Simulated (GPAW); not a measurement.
Runs of GPAW 26.7.0 on SnO2 (Cassiterite). The structure is tetragonal, space group P4_2/mnm (No. 136). The conventional cell has a = 4.738 Å, b = 4.738 Å, c = 3.187 Å, α = 90.00°, β = 90.00°, γ = 90.00°. Sn (site symmetry mmm) is surrounded by 6 O at 2.05 to 2.06 Å. Around O (site symmetry m2m) lie 3 Sn at 2.05 to 2.06 Å. 

```csv
task,level,potentials or basis,cell,k mesh,optimizer,fmax,max steps,eigensolver,data set,mesh quality,gap on the mesh (eV),pressure (GPa),V0 of scaled cells (Å³/atom),relaxed volume (Å³/atom),B0 (GPa),largest force (eV/Å)
relaxation of cell and atoms,revPBE+D3,"the program's PAW data sets (release 1.2.1) made for this functional, pw",relaxed,4 × 4 × 5,BFGS,0.01 eV/Å,60,-,-,coarse,(a),0.0,-,12.38,-,-
equation of state,vdW-DF-cx,"GPAW PAW data sets (gpaw-data 1.2.1), pw",as given,4 × 4 × 5,-,-,-,-,-,coarse,-,-,12.29,-,(b),-
relaxation of cell and atoms,PBEsol+D3,"PAW data sets generated in the run's folder for this functional, pw",relaxed,4 × 4 × 5,BFGS,0.02 eV/Å,60,-,-,coarse,1.12,0.0,-,11.98,-,0.01
relaxation of cell and atoms,RPBE,"the program's PAW data sets (release 1.2.1) made for this functional, pw",relaxed,4 × 4 × 5,LBFGS,0.02 eV/Å,60,-,-,coarse,0.65,0.1,-,12.80,-,0.01
relaxation of cell and atoms,SOGGA,"PAW data sets generated in the run's folder for this functional, pw",relaxed,4 × 4 × 5,FIRE,0.05 eV/Å,100,-,-,coarse,(d),0.4,-,12.04,-,0.03
relaxation of cell and atoms,BLYP,"PAW data sets generated in the run's folder for this functional, pw",relaxed,4 × 4 × 5,BFGS,0.05 eV/Å,40,davidson,-,coarse,0.57,0.3,-,12.77,-,0.03
single point,PBEsol,"PAW data sets generated in the run's folder for this functional, pw",as given,6 × 6 × 8,-,-,-,-,-,not flagged,1.21,3.2,-,-,-,(c)
equation of state,PBE,"JTH PAW 2.0, PBE, pw",as given,4 × 4 × 5,-,-,-,-,"O jth, Sn jth",coarse,-,-,12.53,-,182,-
```

Alike in all rows: no spin polarisation; cutoff (eV) 800; smearing fermi-dirac 0.05 eV.

Task: Estimate the missing entries.

Result: (a) 0.93; (b) 195; (c) 0.19; (d) 1.06.

Caveats: some runs use coarse meshes; spin-orbit coupling is left out, which moves the levels of the heavy elements (some runs); later steps reuse the first step's grids (some runs); an odd mesh through Γ misses points on the zone boundary, where band edges often lie (some runs); the cell was scaled at fixed shape and fractional positions, which overstates the stiffness of a crystal with free parameters, most of all of layers and chains (some runs); the PAW data sets were made with another functional, which shifts forces and pressure a little (some runs); the program truncates these outside data sets (some runs).

A k mesh can miss the band edges, and the runs leave out spin-orbit coupling on Sn.

Not every run made on this cell is shown here.
